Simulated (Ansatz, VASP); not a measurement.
**ZnSe (Stilleite): VASP beside Ansatz**

```
Zn Se
1.0
     0.00000    2.78414    2.78414
     2.78414    0.00000    2.78414
     2.78414    2.78414    0.00000
Zn Se
1 1
Direct
  0.00000 0.00000 0.00000
  0.25000 0.25000 0.25000
```

Alike in both runs: functional LDA; k mesh 6 × 6 × 6; no spin polarisation.

Ansatz relaxed the structure, and its values are those at the end. VASP's run is a single point on that final structure, the one shown.

|  | VASP | Ansatz |
| --- | --- | --- |
| version | VASP 6.6.1 | Ansatz 0.2.0 |
| potentials or method | VASP PAW LDA potentials, release 64 (Zn, Se) | plane waves, PAW |
| plane-wave cutoff (eV) | 520 | 420 |
| occupations | gaussian, width 0.01 eV | fixed |
| valence electrons in the cell | 18 | 28 |

```csv
,VASP,Ansatz,Ansatz less VASP
pressure (GPa),0.4,0.0,-0.37
```

The two sets of potentials don't hold the same shells in valence.
